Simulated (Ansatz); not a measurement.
**Bands, cutoff and cost in G0W0 for MgI2/MgI2 (1T bilayer)**

Aim: see how the G0W0 gap of MgI2/MgI2 (1T bilayer) on PBE moves with empty bands and screening cutoff, and what each rung costs.

Main program and level: Ansatz 0.2.0; G0W0 on PBE, plane waves, PAW.

## 1. Starting point

The cell holds 6 atoms: 2 Mg and 4 I. Cell: a = 4.129 Å, b = 4.129 Å, c = 43.600 Å, α = 90.0°, β = 90.0°, γ = 120.0°. It derives from I2Mg1. Regions: layer 1 (MgI2), 3 atoms (1 Mg and 2 I); layer 2 (MgI2), 3 atoms (1 Mg and 2 I). Vacuum lies along c.

Structure file:

```cif
data_structure
_symmetry_space_group_name_H-M 'P 1'
_symmetry_Int_Tables_number 1
_cell_length_a 4.1288
_cell_length_b 4.1288
_cell_length_c 43.6000
_cell_angle_alpha 90.000
_cell_angle_beta 90.000
_cell_angle_gamma 120.000
_cell_volume 643.66
loop_
_atom_site_label
_atom_site_type_symbol
_atom_site_fract_x
_atom_site_fract_y
_atom_site_fract_z
_atom_site_occupancy
Mg1 Mg 0.00000 0.00000 0.42150 1
I2 I 0.33333 0.66667 0.45996 1
I3 I 0.66667 0.33333 0.38297 1
Mg4 Mg 0.33333 0.66667 0.57850 1
I5 I 0.00000 0.00000 0.61703 1
I6 I 0.66667 0.33333 0.54004 1
```

The structure was relaxed with PBE-D3(BJ). The runs that relaxed it are not among those shown. Spin-orbit coupling is left out unless a step names it. The default PAW set here is soft_2. Its files were made with PBE. The Coulomb interaction is cut off across the vacuum.

## 2. 383 empty bands, screening to 41 eV

Now the one-shot GW correction: screening in the RPA, then the self-energy of the levels asked for.

File input.yaml:

```yaml
crystal:
  lattice:
    - [4.1287607801, 0.0, 0.0]
    - [-2.06438039, 3.5756117217, 0.0]
    - [0.0, 0.0, 43.6]
  atoms:
    - { symbol: Mg, position: [0.0, 0.0, 0.4215036239] }
    - { symbol: I, position: [0.3333333333, 0.6666666667, 0.4599560001] }
    - { symbol: I, position: [0.6666666667, 0.3333333333, 0.3829690009] }
    - { symbol: Mg, position: [0.3333333333, 0.6666666667, 0.5785012685] }
    - { symbol: I, position: [0.0, 0.0, 0.6170309991] }
    - { symbol: I, position: [0.6666666667, 0.3333333333, 0.540040629] }
  periodic: [true, true, false]
kpoints:
  mp_grid: { grid: [3, 3, 1] }
hamiltonian:
  xc: pbe
scf:
  occupations: { method: fixed }
gw:
  n_empty_bands: 383
  ecut_chi: 41
  qp_bands: [v2, c2]
  qp_kpoints: band_edges
  screening: { model: contour_deformation }
```

Run with:

```bash
ansatz run input.yaml --threads 4 --pin off --max-ram 17510MiB --backend cpu --events-out ev --progress --plain --runs-dir out
```

Numbers of over 12 decimals in the logs are rounded to 6 here.

Log:

```text
Engine: ansatz 0.2.0, aarch64-unknown-linux-gnu
Pseudopotentials: kind: paw
Pseudopotential: Mg, paw, valence charge 10, recommended cutoff 420 eV (normal), Mg.paw.azcp
Pseudopotential: I, paw, valence charge 17, recommended cutoff 420 eV (normal), I.paw.azcp
Functional definition: PBE
  parameter kappa = 0.804
  parameter beta = 0.066725
  exchange = pbe_x(kappa = kappa, mu = beta*pi^2/3)
  correlation = pbe_c(beta = beta)
Crystal: 6 atoms, lattice volume = 643.660 Å³
Basis set: ecut = 420 eV, 12409 PW (Γ)
Bands: 53, of which v1, the nominal top of the filled ones, is band 44 counted from 1 (43 counted from 0)
Symmetry: 6 space group operations
Space group: P3m1 (ITA 156), of the structure as read, at distance tolerance 8.6e-5 Å
k-points: 3 of 9 (time reversal used)
Non-local potential: Mg, projectors of the file, l = 0: 3, l = 1: 2, l = 2: 1
Non-local potential: I, projectors of the file, l = 0: 2, l = 1: 2, l = 2: 2, l = 3: 2
PAW form: soft (Blöchl's): semilocal exchange-correlation on the pseudo side does not see the compensation charge
PAW one-centre angular grid: Mg, 110 points (default); XC on 64 Gauss nodes
PAW one-centre angular grid: I, 590 points (default); XC on 64 Gauss nodes
Initial density: superposition of atomic densities (neutral atoms: chi_scale 0, normalization atom), corrected by the library's trained network
Initial wavefunctions: pseudopotential atomic-orbital guess
Functional: x = pbe(κ = 0.804, μ = 0.219515), c = pbe(β = 0.066725)
SCF iter   1: F=—  HF=-33905.285183 eV  |F-HF|=—  |Δ(HF+E_count)|=         —  Δρ=5.55e-4  dr2=5.10e-3  ethr=1.77e-3  ⟨swp⟩=8.3  Hψ=690  notcnv=0  defer=20
preconditioner: auto → Resta (q_TF=auto, 1.958 Å⁻¹)  ε∞=1.6  [insulator: Δε(μ)=3.945 eV  Ē_g=10.382 eV  n_scr=92 (ndim 8)  ℏωp=8.3 eV  f_vac=0.681  ε∞_Penn≈1.6  vacuum switching on, ρ_ref=7.8e-3 e/Å³]
SCF iter   2: F=—  HF=-33905.281904 eV  |F-HF|=—  |Δ(HF+E_count)|=   3.28e-3  Δρ=3.10e-4  dr2=1.33e-3  ethr=5.80e-6  ⟨swp⟩=5.3  Hψ=425  notcnv=0  defer=21
SCF iter   3: F=—  HF=-33905.282117 eV  |F-HF|=—  |Δ(HF+E_count)|=   2.13e-4  Δρ=1.56e-4  dr2=4.06e-4  ethr=1.51e-6  ⟨swp⟩=3.7  Hψ=220  notcnv=0  defer=21
SCF iter   4: F=—  HF=-33905.282254 eV  |F-HF|=—  |Δ(HF+E_count)|=   1.37e-4  Δρ=5.23e-5  dr2=3.07e-5  ethr=4.61e-7  ⟨swp⟩=3.0  Hψ=209  notcnv=0  defer=21
SCF iter   5: F=—  HF=-33905.282274 eV  |F-HF|=—  |Δ(HF+E_count)|=   2.07e-5  Δρ=2.19e-5  dr2=4.29e-6  ethr=3.49e-8  ⟨swp⟩=3.7  Hψ=310  notcnv=0  defer=21
SCF iter   6: F=—  HF=-33905.282276 eV  |F-HF|=—  |Δ(HF+E_count)|=   2.04e-6  Δρ=7.71e-6  dr2=6.42e-7  ethr=4.87e-9  ⟨swp⟩=3.0  Hψ=270  notcnv=0  defer=21
SCF iter   7: F=—  HF=-33905.282278 eV  |F-HF|=—  |Δ(HF+E_count)|=   1.33e-6  Δρ=2.64e-6  dr2=1.20e-7  ethr=7.29e-10  ⟨swp⟩=3.0  Hψ=226  notcnv=0  defer=21
SCF iter   8: F=-33905.282278 eV  HF=-33905.282278 eV  |F-HF|=1.29e-8  |Δ(HF+E_count)|=   1.76e-7  Δρ=1.04e-6  dr2=2.09e-8  ethr=1.14e-10  ⟨swp⟩=37.7  Hψ=1201  notcnv=0
the search or the solves at the SCF's close seem to have found levels that the self-consistency loop had missed (the run counts 1). By its estimate they hold under 1e-12 electrons; where the run keeps them, the occupations were computed again with them
SCF 1 converged in 8 iterations: F = -33905.282278 eV  dr2 = 2.09e-8
  greatest PAW one-centre occupation: 1.000 electrons in one spin orbital (limit 2), on the Mg atom at site 0 (counted from 0), in its partial waves of l = 0
NSCF: frozen V_eff on 3 k-points
G₀W₀ screening: q 1/3
[... further progress lines ...]
NSCF: frozen V_eff on 1 k-points
SCF converged after 8 iterations
Free energy (F): -33905.282278 eV
Harris-Foulkes:  -33905.282278 eV  (|F-HF|=1.29e-8)
Internal energy: -33905.282278 eV  (E = F + TS)
E sigma→0 (E₀):  -33905.282278 eV
Fermi energy:    -6.294133 eV
--- Per-component energies (eV) ---
  E_band       = -3229.321693
  E_kinetic    = 909.307944
  E_local      = -323199.087899  (includes V_loc(G=0)·N_el)
  E_nonlocal   = -170.677123
  E_hartree    = 160774.928074
  E_xc         = -570.783293
  E_vxc        = -589.979928  (∫ρ·V_xc dr)
  E_paw        = -19853.301680  (= ΣΔE_a)
  E_vpaw       = -1728.733067  (= ΣTr[D̂ρ^β])
  E_aug_tail   = -0.000062  (compensation charges beyond the density's cutoff)
  E_ewald      = 148204.331760
  E_smearing   = -0.000000  (= −TS)
  E_closure    = -0.000000  (closes the sum)
  Σ components = -33905.282278   (vs F -33905.282278, Δ=0.00e0)
--- Band table (eV) ---
  k-point 0: bands = [... 40 lower, -6.3485, -6.3485, -6.2941, -6.2941, -2.3510, -1.8630 (-1.8630°), -1.4074 (-1.4074°), -1.3439 (-1.3439°), ... 5 higher]
  k-point 1: bands = [... 40 lower, -7.0503, -6.7687, -6.7285, -6.6125, -2.3105, -2.1901, -0.9641, -0.7439, ... 5 higher]
  k-point 2: bands = [... 40 lower, -7.3208, -7.1424, -7.1327, -6.9625, -1.9585, -1.9035, -0.2475, 0.0283, ... 5 higher]
  ° read free of the cell's end (the report's vacuum.weakly_bound_levels)
--- G₀W₀: contour deformation, 6 samples at zero and on the imaginary axis and 1 off it, 9 q-points, 383 empty bands' worth ---
  eigenvalues of the whole cell's RPA ε∞ on this k-mesh (on a slab, of 1 + 4πα/V) = 1.2291, 2.3347, 2.3347; static W/v taken at q = 0 is 0.513537
  bands read: the sum over 427 bands ends inside a degenerate multiplet in 1 slot, whose members it reads at an even weight; the widest, k=0: bands 427 to 428 (counted from 1) at 1/2 each
  gw.qp_kpoints: band_edges: 3 of 3 stored k-points solved, in 1 pass; an edge of the gap read off the rows below is read off those points alone
    ik  band        ε_KS         Σx   Σc(E_QP)       V_xc       Z   E_QP_lin       E_QP  E_QP is
     0    43     -6.2941   -17.9449     2.1103   -15.0787  0.7924    -7.0586    -7.0500  root
     0    44     -6.2941   -17.9449     2.1103   -15.0787  0.7924    -7.0586    -7.0500  root
     0    45     -2.3510    -6.7904    -3.2584   -10.8560  0.8181    -1.5352    -1.5438  root
     0    46     -1.8630    -6.7385    -3.2854   -10.9555  0.8142    -0.9186    -0.9314  root
     1    43     -6.7285   -17.5249     2.1629   -14.5343  0.7883    -7.5674    -7.5562  root
     1    44     -6.6125   -17.6280     2.1384   -14.7039  0.7902    -7.4080    -7.3983  root
     1    45     -2.3105    -6.4258    -3.2878   -10.5927  0.8075    -1.4209    -1.4316  root
     1    46     -2.1901    -6.3069    -3.3204   -10.5162  0.8068    -1.2900    -1.3012  root
     2    43     -7.1327   -16.9568     2.1541   -13.9760  0.7874    -7.9706    -7.9595  root
     2    44     -6.9625   -17.1378     2.1102   -14.2231  0.7890    -7.7773    -7.7669  root
     2    45     -1.9585    -6.7923    -3.2040   -10.8966  0.8072    -1.0468    -1.0582  root
     2    46     -1.9035    -7.0071    -3.2213   -11.1626  0.8060    -0.9569    -0.9693  root
```

It took 2.1 min on 4 threads of Arm Neoverse V1, shared host; peak memory 4.3 GiB; 7.8 min of CPU time.

The column dr2 measures how far the density is from self-consistency, as an energy; F and HF (Harris–Foulkes) agree once it is small.

This step gave:

```
bands summed                                 : 427
plane waves in the screening matrix          : 381
q-points in the mesh                         : 9
G0W0 gap on the mesh                         : 5.506 eV
k of the valence top                         : 0, 0, 0
k of the conduction bottom                   : 0, 0, 0
starting gap on the mesh                     : 3.943 eV
Z at the valence top                         : 0.7924
Z at the conduction bottom                   : 0.8181
least direct G0W0 gap on the computed points : 5.506 eV
```

The gap on the mesh goes from 3.94 eV to 5.51 eV, a correction of +1.56 eV. Between the two edge states, bare exchange in place of the xc potential would open the gap by 6.93 eV, and correlation takes back 5.37 eV.

## 3. 949 empty bands, screening to 75 eV

Another rung: the empty bands reach about as high as the screening cutoff, so the two stay in balance.

Edit input.yaml of step 2 so:

```diff
@@ -19,5 +19,6 @@
   occupations: { method: fixed }
+  convergence: { dr2_threshold: 1.0e-10 }
 gw:
-  n_empty_bands: 383
-  ecut_chi: 41
+  n_empty_bands: 949
+  ecut_chi: 75.0
   qp_bands: [v2, c2]
```

Log:

```text
[...]
Crystal: 6 atoms, lattice volume = 643.660 Å³
Basis set: ecut = 420 eV, 12409 PW (Γ)
Bands: 53, of which v1, the nominal top of the filled ones, is band 44 counted from 1 (43 counted from 0)
[... 1 set-up line as in the run before ...]
[...]
k-points: 3 of 9 (time reversal used)
[...]
SCF iter   1: F=—  HF=-33905.285183 eV  |F-HF|=—  |Δ(HF+E_count)|=         —  Δρ=5.55e-4  dr2=5.10e-3  ethr=1.77e-3  ⟨swp⟩=8.3  Hψ=690  notcnv=0  defer=20
[...]
SCF iter  11: F=-33905.282278 eV  HF=-33905.282278 eV  |F-HF|=1.31e-10  |Δ(HF+E_count)|=  4.80e-10  Δρ=2.43e-8  dr2=5.26e-12  ethr=1.00e-12  ⟨swp⟩=38.0  Hψ=1181  notcnv=0
[...]
SCF 1 converged in 11 iterations: F = -33905.282278 eV  dr2 = 5.26e-12
[...]
NSCF: frozen V_eff on 3 k-points
G₀W₀ screening: q 1/3
[... further progress lines ...]
[...]
SCF converged after 11 iterations
Free energy (F): -33905.282278 eV
[...]
Internal energy: -33905.282278 eV  (E = F + TS)
E sigma→0 (E₀):  -33905.282278 eV
Fermi energy:    -6.294252 eV
[...]
--- Band table (eV) ---
  k-point 0: bands = [... 40 lower, -6.3486, -6.3486, -6.2943, -6.2943, -2.3511, -1.8631 (-1.8631°), -1.4074 (-1.4074°), -1.3439 (-1.3439°), ... 5 higher]
  k-point 1: bands = [... 40 lower, -7.0504, -6.7688, -6.7286, -6.6126, -2.3106, -2.1901, -0.9642, -0.7440, ... 5 higher]
  k-point 2: bands = [... 40 lower, -7.3210, -7.1424, -7.1329, -6.9626, -1.9587, -1.9035, -0.2476, 0.0283, ... 5 higher]
  ° read free of the cell's end (the report's vacuum.weakly_bound_levels)
[...]
0    43     -6.2943   -17.9449     1.7681   -15.0787  0.7866    -7.4111    -7.3923  root
     0    44     -6.2943   -17.9449     1.7681   -15.0787  0.7866    -7.4111    -7.3923  root
     0    45     -2.3511    -6.7902    -3.4087   -10.8558  0.8177    -1.6888    -1.6943  root
     0    46     -1.8631    -6.7380    -3.4530   -10.9549  0.8136    -1.0910    -1.0993  root
     1    43     -6.7286   -17.5249     1.8436   -14.5343  0.7828    -7.8978    -7.8755  root
     1    44     -6.6126   -17.6281     1.8106   -14.7039  0.7846    -7.7463    -7.7262  root
     1    45     -2.3106    -6.4259    -3.4771   -10.5927  0.8061    -1.6146    -1.6209  root
     1    46     -2.1901    -6.3068    -3.5081   -10.5162  0.8055    -1.4822    -1.4889  root
     2    43     -7.1329   -16.9568     1.8604   -13.9760  0.7822    -8.2743    -8.2532  root
     2    44     -6.9626   -17.1378     1.8057   -14.2231  0.7836    -8.0920    -8.0715  root
     2    45     -1.9587    -6.7923    -3.4126   -10.8967  0.8053    -1.2605    -1.2669  root
     2    46     -1.9035    -7.0071    -3.4365   -11.1626  0.8041    -1.1775    -1.1845  root
```

Run time: 12 min. Hardware: 4 threads; peak memory 13 GiB; 45 min of CPU time.

Numbers from this step:

- bands summed: 993
- plane waves in the screening matrix: 895
- q-points in the mesh: 9
- G0W0 gap on the mesh: 5.698 eV
- k of the valence top: 0, 0, 0
- k of the conduction bottom: 0, 0, 0
- starting gap on the mesh: 3.943 eV
- Z at the valence top: 0.7866
- Z at the conduction bottom: 0.8177
- least direct G0W0 gap on the computed points: 5.698 eV

Against the run with 3×3×1 mesh, 383 empty bands, screening to 41 eV, the gap moves by +0.19 eV.

## 4. Convergence and cost

Times are wall times on 4 threads of Arm Neoverse V1, shared host, good to a factor of about two.

| mesh | files | frequency | bands summed | cutoff (eV) | start (eV) | G0W0 (eV) | time | host memory (GiB) |
| --- | --- | --- | --- | --- | --- | --- | --- | --- |
| 3×3×1 | default PAW | contour deformation | 427 | 41 | 3.943 | 5.506 | 2.1 min | 4.3 |
| 3×3×1 | default PAW | contour deformation | 993 | 75 | 3.943 | 5.698 | 12 min | 13 |

The parts of the quasiparticle energy at the two band edges (eV; QP = start + Σx + Σc − Vxc):

| run | edge | start | Σx | Σc | Vxc | Z | QP |
| --- | --- | --- | --- | --- | --- | --- | --- |
| 427 bands | valence top | -6.29 | -17.94 | 2.11 | -15.08 | 0.79 | -7.05 |
| 427 bands | conduction bottom | -2.35 | -6.79 | -3.26 | -10.86 | 0.82 | -1.54 |
| 993 bands | valence top | -6.29 | -17.94 | 1.77 | -15.08 | 0.79 | -7.39 |
| 993 bands | conduction bottom | -2.35 | -6.79 | -3.41 | -10.86 | 0.82 | -1.69 |

## 5. Results

| Property | Result |
| --- | --- |
| 427 bands, 41 eV | 5.506 eV |
| 993 bands, 75 eV | 5.698 eV |
| estimated limit in bands and cutoff | 5.84 eV |
| mesh and start | 3×3×1, PBE |

What this shows: A line in one over the bands through the two rungs gives 5.84 eV, +0.14 eV from the top rung; with two points alone it is an unchecked estimate. The rungs stand 0.34 eV (427 bands) and 0.14 eV (993 bands) from it. From 427 to 993 bands the gap moves by +0.19 eV while the time grows 5.7-fold. Σc changes by −0.34 eV at the valence top and −0.15 eV at the conduction bottom, so the valence edge carries most of the change. The 3×3×1 mesh misses a band edge: over a band path and its finer mesh (run apart) the PBE gap is 3.54 eV, so the G0W0 gap over the zone may lie about 0.40 eV below its value on the mesh. The mesh in the plane is coarse for a sheet; gap and any exciton binding can still move on denser ones. The many-body steps are scalar-relativistic: spin-orbit coupling is not in them.

[Paths, hosts, dates, memory and timing lines, banners, echoed tables and standing remarks are left out of the program output.]

[Logs are printed without paths, hosts, clocks, repeated set-up lines and the standing remarks that a program may print on its own settings, such as how far it seeks lower states.]

[Runs of the session that timed out or met a known fault of the program may be left out.]

[Cells called generated may have been cut or substituted from an entry of the Crystallography Open Database or the Materials Project.]

[Hosts, paths, dates, database ids (printed as entryN), source tags and the programs' standing remarks are cut or masked in the printed files.]
